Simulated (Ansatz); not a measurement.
## Ag under pressure: fit and missing row

Ag, Im-3m, a = 3.269 Å. This isn't the element's structure at ambient conditions. Ansatz: r2SCAN, PAW, 500 eV, Γ-centred 18×18×18 mesh on 1 atom, Gaussian smearing 0.10 eV; no spin polarisation. Cell and atoms are relaxed at each pressure, and no other structure is tried, so the rows at high pressure may lie past a change of phase.

```tsv
V (Å³/atom)	P (GPa)
12.371	89.99
13.600	49.94
14.863	24.95
15.891	11.99
16.826	4.00
?	0.99
17.459	-0.02
17.629	-0.94
```

Task: Take V0 = 17.459 Å³/atom, count pressures from its P0 = -0.02 GPa, fit the third-order Birch–Murnaghan form to the other rows, and predict the missing volume.

Result: With the Eulerian strain f = ½[(V0/V)^(2/3) − 1] and y = (P − P0)/[3f(1 + 2f)^(5/2)], the form is the line y = B0 + 1.5 B0 (B0′ − 4) f. Rows (f, y): 0.12909, 130.9; 0.09060, 121.2; 0.05665, 112.3; 0.03237, 105.7; 0.01246, 101.1; -0.00322, 96.8. Means f = 0.05299, y = 111.33; Σ(Δf)² = 0.01245, ΣΔfΔy = 3.211; the slope is their ratio. y = 97.66 + 258.0 f GPa, so B0 = 97.7 GPa and B0′ = 4 + 2 × (258.0)/(3 × 97.66) = 5.76. P = 0.99 GPa is met at f = 0.00336 (y = 98.53), so V = V0 (1 + 2f)^(−3/2) = 17.284 Å³/atom. The run gave 17.286 Å³/atom, so the fit is 0.002 Å³/atom too low, within the rms miss on the fitted rows (0.002 Å³/atom).

The mesh isn't the same in all rows (18×18×18, 20×20×20).